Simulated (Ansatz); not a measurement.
Below is a relaxed structure of WSe. The cell was found from a structure generator's guess, not taken from experiment.

Theory: Ansatz, DFT PBE, scalar-relativistic, plane waves, PAW. Cutoff 420 eV, Γ-centred mesh, Gaussian smearing, no spin polarisation.

```
W Se
1.0
     1.52975    0.88320    4.02501
    -1.52975    0.88320    4.02501
     0.00000   -1.76640    4.02501
W Se
1 1
Direct
  0.50000 0.50000 0.50000
  0.00000 0.00000 0.00000
```

The zero of energy is the elements' standard structures at the same level; no fitted shifts are applied.

(1) What space group does it have?

(2) How far does it lie from the elements in energy?

(3) Is it a metal?

(4) From what recipe could a structure generator have reached it?

## Answers

(1) R-3m (No. 166), with W and Se ordered on fcc sites. Conventional cell: a = 3.060 Å, c = 12.075 Å. W has 6 Se at 2.68 Å and 6 W at 3.06 Å; Se has 6 W at 2.68 Å and 6 Se at 3.06 Å.

(2) +0.46 eV/atom. It can't be a ground state, since the elements alone are lower.

(3) Yes, bands cross the Fermi level on the 24×24×24 mesh.

(4) One such recipe: close-packed anion layers stacked A, next cell at B, with sites between them filled layer by layer (R-3m, No. 166). Other recipes can lead to the same cell.

The last run used a 24×24×24 mesh for its 2-atom cell and Gaussian smearing of 0.10 eV. These runs have no spin–orbit coupling, which can matter for W. The reference form of Se is held partly by dispersion forces, which this level lacks. Symmetry constrained the relaxation, so the result can be a saddle point.
